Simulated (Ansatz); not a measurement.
**TiAl3 under changes of volume**

One of the cells (15.634 Å³/atom); the others are scaled copies at fixed shape and fractional positions:

```
Ti Al
1.0
    -1.91111    1.91111    4.28067
     1.91111   -1.91111    4.28067
     1.91111    1.91111   -4.28067
Ti Al
1 3
Direct
  0.00000 0.00000 0.00000
  0.25000 0.75000 0.50000
  0.75000 0.25000 0.50000
  0.50000 0.50000 0.00000
```

The cell comes from a database or a generator and needn't be the stable form of this composition.

* Program: Ansatz 0.2.0
* Functional: PBEsol
* Potentials or basis: Ansatz PAW
* Cutoff: 420 eV (not typed: the program's choice for these potentials)
* k mesh: 10 × 10 × 10
* Occupations: fermi-dirac, width 0.05 eV
* Spin: no spin polarisation

```csv
volume (Å³/atom),energy over the lowest point (meV/atom),pressure (GPa)
14.696,?,?
15.009,7.21,4.4
15.322,1.24,1.8
15.634,0.00,-0.5
15.947,3.05,-2.6
16.260,9.96,-4.5
16.572,20.38,-6.2
```

Question: What does the run at 14.696 Å³/atom give?

Answer: Energy over the lowest point 18.43 meV/atom; pressure 7.2 GPa.

Worked out: A Birch-Murnaghan fit of order 3 (a polynomial in V^(-2/3)) to the other rows has its minimum at 15.56 Å³/atom with B0 = V·E''(V) = 111 GPa and B' = 3.9 at fixed shape and positions, which overstates the stiffness. It gives 18.40 meV/atom at 14.696 Å³/atom, against the run's 18.43, and -dE/dV = 7.2 GPa, against 7.2.

Energies are extrapolated to zero smearing.

Caveats: the PAW data sets come from PBE, with cores solved anew for the run's functional, which leaves a small shift of forces and pressure.
